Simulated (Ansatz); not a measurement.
A run of Ansatz 0.2.0:

input.yaml

```yaml
crystal:
  lattice:
    - [0.0, 2.0970013927, 2.0970013927]
    - [2.0970013927, 0.0, 2.0970013927]
    - [2.0970013927, 2.0970013927, 0.0]
  atoms:
    - { symbol: Mg, position: [0.0, 0.0, 0.0] }
    - { symbol: O, position: [0.5, 0.5, 0.5] }
hamiltonian:
  xc: pbesol
  pseudopotentials: { kind: paw }
kpoints:
  mp_grid: { grid: [8, 8, 8] }
scf:
  occupations: { method: fixed }
output:
  forces: true
  stress: true
elastic:
  mode: relaxed_ion
  stencil: two_point
```

Potentials or basis: Ansatz PAW.

Run with:

```console
$ ansatz run input.yaml --threads 2 --pin off --max-ram 5632MiB --backend cpu --events-out ev --progress --plain --runs-dir out
```

Hardware: 2 threads of Arm Neoverse V1, on a shared host.

Q: Estimate the wall time of this run.

A: Wall time 3.1 s on 2 threads of Arm Neoverse V1 (shared host), peak memory 0.28 GiB. Counts: scf iterations 34, plane waves 339, k points 29, bands 12.
